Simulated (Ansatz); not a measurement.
AlN, space group Fm-3m, a phonon calculation by linear response

With the Ansatz DFT code, driven from Python.

Contents of `POSCAR`:
```text
AlN
1.0
   0.00000000    1.96900000    1.96900000
   1.96900000    0.00000000    1.96900000
   1.96900000    1.96900000    0.00000000
Al N
1 1
Direct
   0.00000000    0.00000000    0.00000000
   0.50000000    0.50000000    0.50000000
```

Run as a notebook:

In [1]:
```python
from pathlib import Path

import ansatz
from ase.io import read
import numpy as np

config = {
    "functional": "pbe",
    "ecut": 550,
    "tolerance": 1e-09,
    "kmesh": (8, 8, 8),
}
```

In [2]:
```python
atoms = read("POSCAR", format="vasp")
aln = ansatz.Crystal.from_ase(atoms)
```

In [3]:
```python
calc = (
    aln.calculation()
    .functional(config["functional"])
    .basis(config["ecut"])
    .occupations(ansatz.OccupationsMethod.FIXED)
    .scf(tolerance=config["tolerance"])
    .kpoints(*config["kmesh"])
    .phonons("dfpt", dielectric=True, lo_to_directions=[(1, 1, 1)])
)
done = calc.run(runs_dir="runs")
ph = done.phonons
```
```text
DeckWarning: phonons.dielectric: true without phonons.rigid_motions: the static dielectric tensor ε⁰ will be withheld (ε∞, Z* and the rows of modes are given); for a crystal or a slab, whose only rigid motions are the translations, set phonons.rigid_motions: translations
```

In [4]:
```python
print("Gamma modes (1/cm):", " ".join(f"{w:.1f}" for w in ph.gamma_omega_inv_cm))
print("in meV:", " ".join(f"{w * 0.1239842:.2f}" for w in ph.gamma_omega_inv_cm))
field = done.phonons_dielectric
print("eps_inf diagonal:", np.round(np.diag(field.eps_inf), 3))
for site, z in zip(done.lattice.sites, field.zstar_e):
    print(f"Born charge {site.symbol:2s}", np.round(np.diag(z), 3) + 0.0)
rows = (Path(done.output_folder) / "results" / "optical_modes.tsv").read_text().splitlines()
for line in rows:
    if not line.startswith("#"):
        print("  ".join(f"{float(v):.3f}" for v in line.split()[:8]))
```
```text
Gamma modes (1/cm): 0.0 0.0 0.0 561.1 561.1 561.1
in meV: 0.00 0.00 0.00 69.57 69.57 69.57
eps_inf diagonal: [4.897 4.897 4.897]
Born charge Al [2.91 2.91 2.91]
Born charge N  [-2.91 -2.91 -2.91]
0.000  0.000  0.000  561.116  3.000  63.576  0.919  -0.000
0.577  0.577  0.577  561.116  2.000  42.384  0.612  -0.306
0.577  0.577  0.577  958.831  1.000  21.192  0.306  0.306
```

What to keep in mind:
- The cell isn't relaxed first, so the values belong to this volume.
- A negative frequency stands for an imaginary mode.
- This is a high-temperature or high-pressure form, not the ambient phase.
- The starting cell is as deposited in a crystallographic database; the results hold for this polymorph, which needn't be the stable one.
- Warnings are shown shortened and without file and line.
- The structure is taken as given; imaginary modes can come from an unrelaxed or unstable start.
- Run time: 14 s on 1 thread of Arm Neoverse V2 (shared host), peak memory 0.47 GiB.
